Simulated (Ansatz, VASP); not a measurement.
SiO2 (pbe) in VASP and in Ansatz

```xyz
6
Lattice="4.1865 0.0000 0.0000 0.0000 4.1865 0.0000 0.0000 0.0000 2.6684" Properties=species:S:1:pos:R:3 pbc="T T T"
Si    0.0000    0.0000    0.0000
Si    2.0932    2.0932    1.3342
O     1.2807    1.2807    0.0000
O     0.8126    3.3739    1.3342
O     2.9058    2.9058    0.0000
O     3.3739    0.8126    1.3342
```

Alike in both runs: task relaxation of cell and atoms; functional PBE; k mesh 6 × 6 × 8; occupations gaussian, width 0.1 eV; no spin polarisation.

|  | VASP | Ansatz |
| --- | --- | --- |
| version | VASP 6.6.1 | Ansatz 0.2.0 |
| potentials or method | VASP PAW PBE potentials, release 64 (Si, O) | scalar-relativistic, plane waves, PAW |
| plane-wave cutoff (eV) | 600 | 420 |
| valence electrons in the cell | 32 | 32 |

|  | VASP | Ansatz | Ansatz less VASP |
| --- | --- | --- | --- |
| gap on the k mesh at the Fermi level, each at its own relaxed structure (eV) | 5.04 | 5.06 | +0.024 |
| relaxed volume (Å³/atom) | 8.03 | 8.04 | +0.008 |
| relaxed cell length with the largest relative difference (Å) | 2.696 | 2.692 | -0.0047 |
| energy change over the relaxation (meV/atom) | -6 | -7 | -0.3 |

 Zero-point motion and thermal expansion aren't in these numbers. PBE usually gives volumes a little too large and moduli too small.
